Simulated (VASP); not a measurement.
# GaSb (F-43m) in VASP: further runs, part 2 of 2

VASP 6.6.1. The steps go on from the part before.

### Step 4. Single point, PBE

Input file INCAR:

```
PREC = Accurate
ENCUT = 520
EDIFF = 1E-7
ISMEAR = 0
SIGMA = 0.02
LREAL = F
LASPH = T
NELM = 80
ALGO = Normal
ISIF = 2
LWAVE = F
LCHARG = F
GGA = PE
```

Input file KPOINTS:

```
Automatic mesh
0
Gamma
  12 12 12
```

Input file POSCAR:

```
GaSb
1.0
    0.0000000000      3.0590000000      3.0590000000
    3.0590000000      0.0000000000      3.0590000000
    3.0590000000      3.0590000000      0.0000000000
Ga Sb
1 1
Direct
    0.0000000000      0.0000000000      0.0000000000
    0.2500000000      0.2500000000      0.2500000000
```

Potentials or basis: VASP PAW PBE potentials, release 64 (Ga_d, Sb).

On the command line:

```
$ cat potpaw_PBE.64/Ga_d/POTCAR potpaw_PBE.64/Sb/POTCAR > POTCAR
$ mpirun -np 1 vasp_std > vasp.out
```

OUTCAR:

```text
PREC = Accurate
   ENCUT = 520
   EDIFF = 1E-7
   ISMEAR = 0
   LREAL = F
   LASPH = T
   NELM = 80
   ISIF = 2
   GGA = PE

 ion  position               nearest neighbor table
   1  0.000  0.000  0.000-   2 2.65   2 2.65   2 2.65   2 2.65
   2  0.250  0.250  0.250-   1 2.65   1 2.65   1 2.65   1 2.65

  LATTYP: Found a face centered cubic cell.
 ALAT       =     6.1180000000

  Lattice vectors:

 A1 = (   0.0000000000,   3.0590000000,   3.0590000000)
 A2 = (   3.0590000000,   0.0000000000,   3.0590000000)
 A3 = (   3.0590000000,   3.0590000000,   0.0000000000)

Analysis of symmetry for initial positions (statically):
=====================================================================
 Subroutine PRICEL returns:
 Original cell was already a primitive cell.

 Routine SETGRP: Setting up the symmetry group for a
 face centered cubic supercell.

 Subroutine GETGRP returns: Found 24 space group operations
 (whereof 24 operations were pure point group operations)
 out of a pool of 48 trial point group operations.

The static configuration has the point symmetry T_d .

Analysis of symmetry for dynamics (positions and initial velocities):
=====================================================================
 Subroutine PRICEL returns:
 Original cell was already a primitive cell.

 Routine SETGRP: Setting up the symmetry group for a
 face centered cubic supercell.

 Subroutine GETGRP returns: Found 24 space group operations
 (whereof 24 operations were pure point group operations)
 out of a pool of 48 trial point group operations.

The dynamic configuration has the point symmetry T_d .

 Subroutine INISYM returns: Found 24 space group operations
 (whereof 24 operations are pure point group operations),
 and found     1 'primitive' translations

----------------------------------------------------------------------------------------

                                     Primitive cell

  volume of cell :      57.2491

  direct lattice vectors                    reciprocal lattice vectors
     0.000000000  3.059000000  3.059000000    -0.163452109  0.163452109  0.163452109
     3.059000000  0.000000000  3.059000000     0.163452109 -0.163452109  0.163452109
     3.059000000  3.059000000  0.000000000     0.163452109  0.163452109 -0.163452109

  length of vectors
     4.326079287  4.326079287  4.326079287     0.283107357  0.283107357  0.283107357

  position of ions in fractional coordinates (direct lattice)
     0.000000000  0.000000000  0.000000000
     0.250000000  0.250000000  0.250000000

  ion indices of the primitive-cell ions
   primitive index   ion index
                 1           1
                 2           2

----------------------------------------------------------------------------------------

 KPOINTS: Automatic mesh

Automatic generation of k-mesh.
 Grid dimensions read from file:
 generate k-points for:   12   12   12

 Generating k-lattice:

  Cartesian coordinates                     Fractional coordinates (reciprocal lattice)
    -0.013621009  0.013621009  0.013621009     0.083333333  0.000000000  0.000000000
     0.013621009 -0.013621009  0.013621009     0.000000000  0.083333333  0.000000000
     0.013621009  0.013621009 -0.013621009     0.000000000  0.000000000  0.083333333

  Length of vectors
     0.023592280  0.023592280  0.023592280

  Shift w.r.t. Gamma in fractional coordinates (k-lattice)
     0.000000000  0.000000000  0.000000000

[... 36 lines left out ...]
   dimension x,y,z NGXF=    64 NGYF=   64 NGZF=   64
   ions per type =               1   1
   NGX,Y,Z   is equivalent  to a cutoff of  12.30, 12.30, 12.30 a.u.
   NGXF,Y,Z  is equivalent  to a cutoff of  24.59, 24.59, 24.59 a.u.
 SYSTEM =  unknown system
   PREC   = accura    normal or accurate (medium, high low for compatibility)
   ISTART =      0    job   : 0-new  1-cont  2-samecut
   ICHARG =      2    charge: 1-file 2-atom 10-const
   ISPIN  =      1    spin polarized calculation?
   LNONCOLLINEAR =      F non collinear calculations
   LSORBIT =      F    spin-orbit coupling
   LASPH  =      T    aspherical Exc in radial PAW
   ENCUT  =  520.0 eV  38.22 Ry    6.18 a.u.   8.04  8.04  8.04*2*pi/ulx,y,z
   NELM   =     80;   NELMIN=  2; NELMDL= -5     # of ELM steps
   EDIFF  = 0.1E-06   stopping-criterion for ELM
   LREAL  =      F    real-space projection
   EDIFFG = 0.1E-05   stopping-criterion for IOM
   NSW    =      0    number of steps for IOM
   IBRION =     -1    ionic relax: 0-MD 1-quasi-New 2-CG
   NFREE  =      0    steps in history (QN), initial steepest desc. (CG)
   ISIF   =      2    stress and relaxation
   ISYM   =      2    0-nonsym 1-usesym 2-fastsym
   POTIM  = 0.5000    time-step for ionic-motion
   TEBEG  =    0.0;   TEEND  =   0.0 temperature during run
   PSTRESS=    0.0 pullay stress
   NELECT =      18.0000    total number of electrons
   NUPDOWN=      -1.0000    fix difference up-down
   EMIN   =  10.00;   EMAX   =-10.00  energy-range for DOS
   EFERMI =   0.00;   METHOD = LEGACY
   ISMEAR =     0;   SIGMA  =   0.02  broadening in eV -4-tet -1-fermi 0-gaus
   EFERMI_NEDOS =   21; number of points for ismear=-14 and -15
   IALGO  =     38    algorithm
   IMIX   =      4    mixing-type and parameters
     AMIX     =   0.40;   BMIX     =  1.00
     AMIX_MAG =   1.60;   BMIX_MAG =  1.00
  volume/ion in A,a.u.               =      28.62       193.17
  Fermi-wavevector in a.u.,A,eV,Ry     =   1.113208  2.103657 16.860766  1.239231
  Thomas-Fermi vector in A             =   2.249790
   LORBIT       =      0    0 simple, 1 ext, 2 COOP (PROOUT), +10 PAW based schemes
   GGA     = PE    functional components
   LHFCALC =     F    Hartree Fock is set to
   AEXX    =    0.0000 exact exchange contribution
   IVDW    =     0    specifies the selected vdW correction
   LEPSILON=     F    determine dielectric tensor
   LRPA    =     F    only Hartree local field effects (RPA)
 non-spin polarized calculation
 Gauss-broadening in eV      SIGMA  =   0.02
  energy-cutoff  :      520.00
  volume of cell :       57.25
 maximum number of plane-waves:      1572
   NGX = 17   NGY = 17   NGZ = 17

 number of electron      17.9999986 magnetization

 Free energy of the ion-electron system (eV)
  ---------------------------------------------------
  ext. energy  EPLUGINS =         0.00000000
  ---------------------------------------------------
  free energy    TOTEN  =        -7.35269571 eV

  energy without entropy =       -7.35268625  energy(sigma->0) =       -7.35269098

 E-fermi :   4.8917     XC(G=0):  -9.0897

 val. band max:        4.8690075375   @ k =   0.0000   0.0000   0.0000
 cond. band min:       4.9055433980   @ k =   0.0000   0.0000   0.0000
 fundamental gap:      0.0365358605
 Fermi energy:         4.8916765008

 k-point     1 :       0.0000    0.0000    0.0000
  band No.  band energies     occupation
      1     -10.1642      2.00000
      2     -10.1642      2.00000
      3     -10.1642      2.00000
      4     -10.1145      2.00000
      5     -10.1145      2.00000
      6      -6.6073      2.00000
      7       4.8690      1.89108
      8       4.8690      1.89105
      9       4.8690      1.89105
     10       4.9055      0.32682
     11       7.6457      0.00000
     12       7.6457      0.00000
     13       7.6457      0.00000
[... 354 lines left out ...]
  band No.  band energies     occupation
      1     -10.1948      2.00000
      2     -10.1512      2.00000
      3     -10.1503      2.00000
      4     -10.1161      2.00000
      5     -10.1146      2.00000
      6      -4.7908      2.00000
      7      -1.4199      2.00000
      8       2.1271      2.00000
      9       3.4012      2.00000
     10       6.5615      0.00000
     11       8.6436      0.00000
     12       9.4260      0.00000
     13      11.7814      0.00000

 [... further k-points ...]

------------------------ aborting loop because EDIFF is reached ----------------------------------------

  FORCE on cell =-STRESS in cart. coord.  units (eV):
  Direction    XX          YY          ZZ          XY          YZ          ZX
  --------------------------------------------------------------------------------------
  -------------------------------------------------------------------------------------
  Total        0.8579838      0.8579838      0.8579838     -0.0000000     -0.0000000      0.0000000
  in kB       24.0116093     24.0116093     24.0116093     -0.0000000     -0.0000000      0.0000000
  external PRESSURE =      24.0116093 kB  Pullay stress =       0.0000000 kB

 VOLUME and BASIS-vectors are now :
 -----------------------------------------------------------------------------
  energy-cutoff  :      520.00
  volume of cell :       57.25
      direct lattice vectors                 reciprocal lattice vectors
     0.000000000  3.059000000  3.059000000    -0.163452109  0.163452109  0.163452109
     3.059000000  0.000000000  3.059000000     0.163452109 -0.163452109  0.163452109
     3.059000000  3.059000000  0.000000000     0.163452109  0.163452109 -0.163452109

 POSITION                                       TOTAL-FORCE (eV/Angst)
 -----------------------------------------------------------------------------------
      0.00000      0.00000      0.00000         0.000000      0.000000      0.000000
      1.52950      1.52950      1.52950        -0.000000     -0.000000     -0.000000
 -----------------------------------------------------------------------------------
    total drift:                                0.000002      0.000002      0.000002

  FREE ENERGIE OF THE ION-ELECTRON SYSTEM (eV)
  ---------------------------------------------------
  free  energy   TOTEN  =        -7.3526957129 eV

  energy  without entropy=       -7.3526862544  energy(sigma->0) =       -7.35269098
```

OSZICAR:

```text
N       E                     dE             d eps       ncg     rms          rms(c)
DAV:   1     0.776785127521E+02    0.77679E+02   -0.88898E+03  1888   0.169E+03
DAV:   2    -0.172400215361E+01   -0.79403E+02   -0.77174E+02  2022   0.310E+02
DAV:   3    -0.730435919378E+01   -0.55804E+01   -0.54979E+01  2332   0.724E+01
DAV:   4    -0.740415542544E+01   -0.99796E-01   -0.99759E-01  2155   0.108E+01
DAV:   5    -0.740699509114E+01   -0.28397E-02   -0.28396E-02  2378   0.159E+00    0.318E+00
DAV:   6    -0.736410885331E+01    0.42886E-01   -0.71953E-02  2635   0.480E+00    0.192E+00
DAV:   7    -0.735124841650E+01    0.12860E-01   -0.43670E-02  2117   0.194E+00    0.337E-01
DAV:   8    -0.735216442643E+01   -0.91601E-03   -0.47938E-03  2309   0.976E-01    0.772E-02
DAV:   9    -0.735263520860E+01   -0.47078E-03   -0.72387E-04  2023   0.240E-01    0.350E-02
DAV:  10    -0.735267494592E+01   -0.39737E-04   -0.53895E-05  2295   0.533E-02    0.114E-02
DAV:  11    -0.735269489144E+01   -0.19946E-04   -0.32505E-05  1962   0.490E-02    0.459E-03
DAV:  12    -0.735269584932E+01   -0.95788E-06   -0.14253E-06  2285   0.982E-03    0.807E-04
DAV:  13    -0.735269566648E+01    0.18283E-06   -0.79427E-08  1481   0.303E-03    0.155E-04
DAV:  14    -0.735269571289E+01   -0.46410E-07   -0.21083E-08  1246   0.115E-03
   1 F= -.73526957E+01 E0= -.73526910E+01  d E =-.945854E-05
```

stdout:

```text
POSCAR found type information on POSCAR GaSb
 POSCAR found :  2 types and       2 ions
 scaLAPACK will be used
 LDA part: xc-table for (Slater+PW92), standard interpolation
 POSCAR, INCAR and KPOINTS ok, starting setup
 FFT: planning ... GRIDC
 FFT: planning ... GRID_SOFT
 FFT: planning ... GRID
 WAVECAR not read
 entering main loop
```

It took 41 s on 1 thread of Intel Xeon Platinum 8488C (Sapphire Rapids), shared host; peak memory 0.21 GiB.

Results:

- Free energy: -7.3527 eV
- Pressure: 2.4 GPa
- Band gap on the k mesh: 0.04 eV, direct

Levels at points of the mesh, in eV from the valence-band top:
```
           k point  band 7  band 8  band 9  band 10  band 11  band 12
(0.00, 0.00, 0.00)    0.00    0.00    0.00     0.04     2.78     2.78
(0.50, 0.00, 0.00)   -6.36   -1.15   -1.15     0.40     3.75     3.75
(0.50, 0.50, 0.00)   -6.81   -2.57   -2.57     0.91     1.25     8.68
```

Caveat: spin-orbit coupling is left out, which moves the levels of the heavy elements.

### Step 5. Summary

```tsv
k mesh	gap on the mesh (eV)	pressure (GPa)
8 × 8 × 8	0.04	2.4
10 × 10 × 10	0.04	2.4
12 × 12 × 12	0.04	2.4
```

Alike in all rows: task single point; level PBE; potentials or basis VASP PAW PBE potentials, release 64 (Ga_d, Sb); no spin polarisation; cell as given; cutoff (eV) 520; smearing gaussian 0.02 eV.

On the cell as given the gap runs from 0.04 eV (PBE) to 0.04 eV (PBE); the meshes differ, which moves gaps too.

Caveats: spin-orbit coupling is left out, which moves the levels of the heavy elements.

Total energies depend on the potentials used, so only differences within one code and one set of settings carry meaning.

### Step 6. How close it comes

Step 2. Against the measured gap of GaSb, 0.811 eV (direct; 4.2 K; a printed reference work, data compilation), the calculated 0.04 eV is off by -0.78 eV. Spin-orbit coupling on Ga, Sb is left out. The value is that of PBE on a finite k mesh, which can miss the band edges, without temperature or zero-point motion. Semilocal functionals fall short of measured gaps as a rule.

Step 3. Measured gap of GaSb: 0.811 eV (direct; 4.2 K; a printed reference work, data compilation). This calculation gives 0.04 eV (-0.77 eV). Spin-orbit coupling on Ga, Sb is left out. The value is that of PBE on a finite k mesh, which can miss the band edges, without temperature or zero-point motion. Semilocal functionals fall short of measured gaps as a rule.

Step 4. Against the measured gap of GaSb, 0.811 eV (direct; 4.2 K; a printed reference work, data compilation), the calculated 0.04 eV is off by -0.77 eV. Spin-orbit coupling on Ga, Sb is left out. The value is that of PBE on a finite k mesh, which can miss the band edges, without temperature or zero-point motion. Semilocal functionals fall short of measured gaps as a rule.
